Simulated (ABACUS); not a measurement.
# InAs (Fm-3m) in ABACUS: single point with PBE

Aim: the single point of InAs with PBE.

Program: ABACUS 3.10.1. These are calculated values, not measurements. Logs are shortened: lines on timing, memory, paths and dates and some standing lists are left out, and cuts for length are marked.

## 1. The crystal as given

It takes space group Fm-3m (No. 225, cubic). Conventional cell: a = 5.755 Å, b = 5.755 Å, c = 5.755 Å, α = 90.00°, β = 90.00°, γ = 90.00°. In (site symmetry m-3m) has 6 As at 2.88 Å as nearest neighbours. Around As (site symmetry m-3m) lie 6 In at 2.88 Å.

Measurements of this composition are mostly on another form, of space group No. 216.

## 2. Single point, PBE, spin-orbit coupling, no magnetisation

The input, INPUT:

```
INPUT_PARAMETERS
suffix              InAs
calculation         scf
basis_type          lcao
pseudo_dir          ./
orbital_dir         ./
symmetry            0
dft_functional      pbe
ecutwfc             105
pseudo_rcut         10
nspin               4
nbands              66
ks_solver           genelpa
smearing_method     fd
smearing_sigma      0.00367493
scf_thr             1e-07
scf_nmax            100
mixing_type         broyden
mixing_beta         0.4
cal_force           1
cal_stress          1
noncolin            0
lspinorb            1
out_mul             1
out_chg             1
```

The input, STRU:

```
ATOMIC_SPECIES
In 114.8180 In.upf
As 74.9216 As.upf

NUMERICAL_ORBITAL
In_confined-atom_8au_3s3p2d.orb
As_confined-atom_7au_3s3p2d.orb

LATTICE_CONSTANT
1.8897261246

LATTICE_VECTORS
0.0000000000 2.8773040000 2.8773040000
2.8773040000 0.0000000000 2.8773040000
2.8773040000 2.8773040000 0.0000000000

ATOMIC_POSITIONS
Direct

In
0.0
1
0.5000000000 0.5000000000 0.5000000000 1 1 1

As
0.0
1
0.0000000000 0.0000000000 0.0000000000 1 1 1
```

The input, KPT:

```
K_POINTS
0
Gamma
5 5 5 0 0 0
```

Potentials or basis: PseudoDojo NC FR 0.4 PBE stringent, DZP LCAO (the cutoffs set its grid).

On the command line:

```
$ OMP_NUM_THREADS=1 mpirun -np 4 abacus > log
```

running log:

```text
ABACUS v3.10.1

               Atomic-orbital Based Ab-initio Computation at UStc

 ------------------------------------------------------------------------------------

 READING GENERAL INFORMATION
                           global_out_dir = OUT.InAs/
                           global_in_card = INPUT
                               pseudo_dir = ./
                              orbital_dir = ./
                                    DSIZE = 4
                                    GSIZE = 1

 READING UNITCELL INFORMATION
                                    ntype = 2
                  lattice constant (Bohr) = 1.88973
              lattice constant (Angstrom) = 1

 READING ATOM TYPE 1
                               atom label = In
                      L=0, number of zeta = 3
                      L=1, number of zeta = 3
                      L=2, number of zeta = 2
             number of atom for this type = 1
               magnetization of element 1 = [ 0, 0, 0 ]

 READING ATOM TYPE 2
                               atom label = As
                      L=0, number of zeta = 3
                      L=1, number of zeta = 3
                      L=2, number of zeta = 2
             number of atom for this type = 1
               magnetization of element 2 = [ 0, 0, 0 ]

                        TOTAL ATOM NUMBER = 2
DIRECT COORDINATES
    atom                   x                   y                   z     mag                  vx                  vy                  vz
taud_In1            0.5000000000        0.5000000000        0.5000000000  0.0000        0.0000000000        0.0000000000        0.0000000000
taud_As1            0.0000000000        0.0000000000        0.0000000000  0.0000        0.0000000000        0.0000000000        0.0000000000

                          Volume (Bohr^3) = 321.502
                             Volume (A^3) = 47.6416

 Lattice vectors: (Cartesian coordinate: in unit of a_0)
                   +0             +2.8773             +2.8773
              +2.8773                  +0             +2.8773
              +2.8773             +2.8773                  +0
 Reciprocal vectors: (Cartesian coordinate: in unit of 2 pi/a_0)
            -0.173774           +0.173774           +0.173774
            +0.173774           -0.173774           +0.173774
            +0.173774           +0.173774           -0.173774
 The esolver type has been set to : ksdft_lcao

                PAO radial cut off (Bohr) = 10

 Read in pseudopotential file is In.upf
                     pseudopotential type = NC
          exchange-correlation functional = PBE
                 nonlocal core correction = 1
                        valence electrons = 21
                                     lmax = 2
                           number of zeta = 8
                     number of projectors = 10
                           L of projector = 0
                           L of projector = 0
[... 8 lines left out ...]
                PAO radial cut off (Bohr) = 10

 Read in pseudopotential file is As.upf
                     pseudopotential type = NC
          exchange-correlation functional = PBE
                 nonlocal core correction = 1
                        valence electrons = 23
                                     lmax = 2
                           number of zeta = 8
                     number of projectors = 10
                           L of projector = 0
                           L of projector = 0
[... 6 lines left out ...]
                           L of projector = 2
                           L of projector = 2
     initial pseudo atomic orbital number = 52

 SETUP THE ELECTRONS NUMBER
            electron number of element In = 21
      total electron number of element In = 21
            electron number of element As = 23
      total electron number of element As = 23
            AUTOSET number of electrons:  = 44
                           occupied bands = 44
                                   NLOCAL = 88
                                   NBANDS = 66
                                   NBANDS = 66
                                   NLOCAL = 88

%%%%%%%%%%%%%%%%%%%%%%%%%%%%%%%%%%%%%%%%%%%%%%%%%%%%%%%%%%%%%%%%%%%%%%%%%%%%%%%%%%%%%%%%%%%%%%%%%%%%%%%%%%
 Warning: the number of valence electrons in pseudopotential > 3 for In: [Kr] 4d10 5s2 5p1
 Warning: the number of valence electrons in pseudopotential > 5 for As: [Ar] 3d10 4s2 4p3
 Pseudopotentials with additional electrons can yield (more) accurate outcomes, but may be less efficient.
 If you're confident that your chosen pseudopotential is appropriate, you can safely ignore this warning.
%%%%%%%%%%%%%%%%%%%%%%%%%%%%%%%%%%%%%%%%%%%%%%%%%%%%%%%%%%%%%%%%%%%%%%%%%%%%%%%%%%%%%%%%%%%%%%%%%%%%%%%%%%

 SETUP THE PLANE WAVE BASIS
 energy cutoff for charge/potential (unit:Ry) = 420
            fft grid for charge/potential = [ 54, 54, 54 ]
                        fft grid division = [ 2, 2, 2 ]
        big fft grid for charge/potential = [ 27, 27, 27 ]
                                     nbxx = 5103
                                     nrxx = 40824

 SETUP PLANE WAVES FOR CHARGE/POTENTIAL
                    number of plane waves = 46679
                         number of sticks = 1723

 PARALLEL PW FOR CHARGE/POTENTIAL
     PROC   COLUMNS(POT)             PW
        1            430          11670
        2            430          11670
        3            432          11670
        4            431          11669
 --------------- sum -------------------
        4           1723          46679
                            number of |g| = 421
                                  max |g| = 37.9278
                                  min |g| = 0.090592

----------- Double Check Mixing Parameters Begin ------------
mixing_type: broyden
mixing_beta: 0.4
mixing_gg0: 1
mixing_gg0_min: 0.1
mixing_beta_mag: 1.6
mixing_gg0_mag: 0
mixing_ndim: 8
----------- Double Check Mixing Parameters End ------------

 SETUP K-POINTS
                                    nspin = 4
                   Input type of k points = Monkhorst-Pack(Gamma)
                                   nkstot = 125
K-POINTS DIRECT COORDINATES
 KPOINTS    DIRECT_X    DIRECT_Y    DIRECT_Z  WEIGHT
       1  0.00000000  0.00000000  0.00000000  0.0080
       2  0.20000000  0.00000000  0.00000000  0.0080
       3  0.40000000  0.00000000  0.00000000  0.0080
       4  0.60000000  0.00000000  0.00000000  0.0080
       5  0.80000000  0.00000000  0.00000000  0.0080
       6  0.00000000  0.20000000  0.00000000  0.0080
[... 22 lines left out ...]
      29  0.60000000  0.00000000  0.20000000  0.0080
      30  0.80000000  0.00000000  0.20000000  0.0080
[... 95 further k points ...]

           k-point number in this process = 125
       minimum distributed K point number = 125

[... K-POINTS CARTESIAN COORDINATES: 125 rows ...]

[... K-POINTS DIRECT COORDINATES: 125 rows ...]

 SETUP PLANE WAVES FOR WAVE FUNCTIONS
     energy cutoff for wavefunc (unit:Ry) = 105
              fft grid for wave functions = [ 54, 54, 54 ]
                    number of plane waves = 7631
                         number of sticks = 511

 PARALLEL PW FOR WAVE FUNCTIONS
     PROC   COLUMNS(POT)             PW
        1            128           1907
        2            128           1908
        3            128           1909
        4            127           1907
 --------------- sum -------------------
        4            511           7631

 SET NONLOCAL PSEUDOPOTENTIAL PROJECTORS
 SET NONLOCAL PSEUDOPOTENTIAL PROJECTORS
 max number of nonlocal projetors among all species is 10

 -------------------------------------------
 SELF-CONSISTENT
 -------------------------------------------

 SETUP SEARCHING RADIUS FOR PROGRAM TO SEARCH ADJACENT ATOMS
                  longest orb rcut (Bohr) = 8
   longest nonlocal projector rcut (Bohr) = 1.74
                     search radius (Bohr) = 19.5
              searching radius is (Bohr)) = 19.5
         searching radius unit is (Bohr)) = 1.89
                         PeriodicBoundary = 1
                        Radius(unit:lat0) = 10.3
                                   glayer = [ 5, 5, 5 ]
                             glayer_minus = [ 4, 4, 4 ]

Find the coordinate range of the input atom(unit:lat0).
                                  min_tau = [ -23, -23, -23 ]
                                  max_tau = [ 25.9, 25.9, 25.9 ]
                                BoxNumber = [ 9, 9, 9 ]

 SETUP EXTENDED REAL SPACE GRID FOR GRID INTEGRATION
                          real space grid = [ 54, 54, 54 ]
                 big cell numbers in grid = [ 27, 27, 27 ]
             meshcell numbers in big cell = [ 2, 2, 2 ]
                        extended fft grid = [ 35, 35, 35 ]
                dimension of extened grid = [ 98, 98, 98 ]
                            UnitCellTotal = 125
              Atom number in sub-FFT-grid = 2
    Local orbitals number in sub-FFT-grid = 88
                                ParaV.nnr = 117128
                                 init_chg = atomic

 LCAO ALGORITHM --------------- ION=   1  ELEC=   1--------------------------------
total magnetism (Bohr mag/cell)	1.63721e-15	7.09217e-16	1.80655e-15
       absolute magnetism (Bohr mag/cell) = 5.56939e-15

 Density error is 0.0215359887961
----------------------------------------------------------
     Energy           Rydberg                 eV
----------------------------------------------------------
 E_KohnSham     -1009.2360938345     -13731.3615034115
 E_Harris       -1009.8290674235     -13739.4293229854
 E_Fermi        0.8595312878         11.6945231239
----------------------------------------------------------
[... 105 lines left out ...]
 LCAO ALGORITHM --------------- ION=   1  ELEC=  10--------------------------------
total magnetism (Bohr mag/cell)	-1.79824e-15	2.37696e-16	-5.55623e-15
       absolute magnetism (Bohr mag/cell) = 8.64474e-15

 Density error is 9.53944663103e-09
----------------------------------------------------------
     Energy           Rydberg                 eV
----------------------------------------------------------
 E_KohnSham     -1009.2391376262     -13731.4029163222
 E_KS(sigma->0) -1009.2388512088     -13731.3990194142
 E_Harris       -1009.2391385121     -13731.4029283762
 E_band         -134.1629904177      -1825.3811304005
 E_one_elec     -760.5819251158      -10348.2479773841
 E_Hartree      368.5186230051       5013.9530919833
 E_xc           -111.4112391034      -1515.8276730461
 E_Ewald        -505.7640235774      -6881.2725640592
 E_entropy(-TS) -0.0005728347        -0.0077938160
 E_descf        0.0000000000         0.0000000000
 E_exx          0.0000000000         0.0000000000
 E_Fermi        0.8827412949         12.0103114701
----------------------------------------------------------

 charge density convergence is achieved
 final etot is -13731.402916 eV
 EFERMI = 12.01031147 eV

 STATE ENERGY(eV) AND OCCUPATIONS    NSPIN == 4
 1/125 kpoint (Cartesian) = 0.0000 0.0000 0.0000 (1455 pws)
       1       -172.851     0.00800000
       2       -172.851     0.00800000
       3       -119.626     0.00800000
       4       -119.626     0.00800000
       5       -114.612     0.00800000
       6       -114.612     0.00800000
[... 398 lines left out ...]
      65        34.1478        0.00000
      66        34.1478        0.00000

[... levels at 119 further k points ...]

-------------------------------------------------------------------------------------------
       Total Magnetism (uB)                    x                    y                    z
-------------------------------------------------------------------------------------------
                        In1         0.0000000000         0.0000000000         0.0000000000
                        As1         0.0000000000         0.0000000000         0.0000000000
-------------------------------------------------------------------------------------------

-------------------------------------------------------------------------------------------
       Total Magnetism (uB)       Magnitude (uB)       Polar (degree)     Azimuth (degree)
-------------------------------------------------------------------------------------------
                        In1         0.0000000000                 -nan         0.0000000000
                        As1         0.0000000000                 -nan         0.0000000000
-------------------------------------------------------------------------------------------

 correction force for each atom along direction 1 is 1.22183e-13
 correction force for each atom along direction 2 is 3.63440e-14
 correction force for each atom along direction 3 is 3.50282e-13
------------------------------------------------------------------------------------------
 TOTAL-FORCE (eV/Angstrom)
------------------------------------------------------------------------------------------
                       In1         0.0000000000         0.0000000000         0.0000000000
                       As1         0.0000000000         0.0000000000         0.0000000000
------------------------------------------------------------------------------------------

----------------------------------------------------------------
 TOTAL-STRESS (KBAR)
----------------------------------------------------------------
         7.4220561771         0.0000000001        -0.0000000001
         0.0000000001         7.4220561780        -0.0000000002
        -0.0000000001        -0.0000000002         7.4220561761
----------------------------------------------------------------
 TOTAL-PRESSURE: 7.422056 KBAR

 --------------------------------------------
 !FINAL_ETOT_IS -13731.4029163221985073 eV
 --------------------------------------------
```

It took 22 s on 4 MPI ranks of Intel Xeon 6975P-C (Granite Rapids), shared host; peak memory 0.88 GiB.

What came out:

| Property | Result |
| --- | --- |
| Free energy | -13731.4029 eV |
| Pressure | 0.7 GPa |
| Band gap on the k mesh | none (metal or under the smearing width) |
| Mulliken charges | In -0.08; As +0.08 e |

Caveat: the k mesh is coarse (spacing up to 0.38 Å⁻¹), so the values aren't converged; the atomic orbitals were generated for these runs and aren't a published set; Mulliken charges move with the basis; the basis of atomic orbitals isn't converged, which shifts pressures, moduli and gaps.
